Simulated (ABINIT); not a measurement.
Runs of ABINIT 10.8.3 (patched build) on Ge. Symmetry: P6_3/mmc, No. 194, hexagonal system. The conventional cell has a = 3.998 Å, b = 3.998 Å, c = 6.599 Å, α = 90.00°, β = 90.00°, γ = 120.00°. Ge (site symmetry 3m) has 4 Ge at 2.45 to 2.47 Å as nearest neighbours. This isn't the form of Ge at room conditions, which is diamond.

```tsv
level	potentials or basis	k mesh	cutoff (eV)	fine-grid cutoff	mesh quality	gap on the mesh (eV)	pressure (GPa)	largest force (eV/Å)
LDA	JTH PAW LDA v2.0	8 × 8 × 4	599	1197.3 eV	not flagged	-	-2.4	-
r2SCAN	JTH PAW PBE v2.0	7 × 7 × 3	707	1306.15 eV	not flagged	0.07	0.2	0.01
PBEsol	JTH PAW PBE v2.0	8 × 8 × 4	599	1197.3 eV	not flagged	-	(b)	0.01
TB-mBJ	JTH PAW LDA v2.0	4 × 4 × 2	707	1306.15 eV	coarse	(a)	-	-
```

Alike in all rows: task band structure; no spin polarisation; cell as given; smearing fermi-dirac 0.05 eV.

Problem. Estimate the missing entries.

Solution. (a) 0.49; (b) -0.5.

Caveats: some runs use coarse meshes; the PAW data sets were made with another functional, which shifts forces and pressure a little (some runs); the constant c of TB-mBJ comes from the pseudo density here, which moves gaps by up to 0.3 eV between sets of potentials (some runs).

A k mesh can miss the band edges, and the runs leave out spin-orbit coupling on Ge.
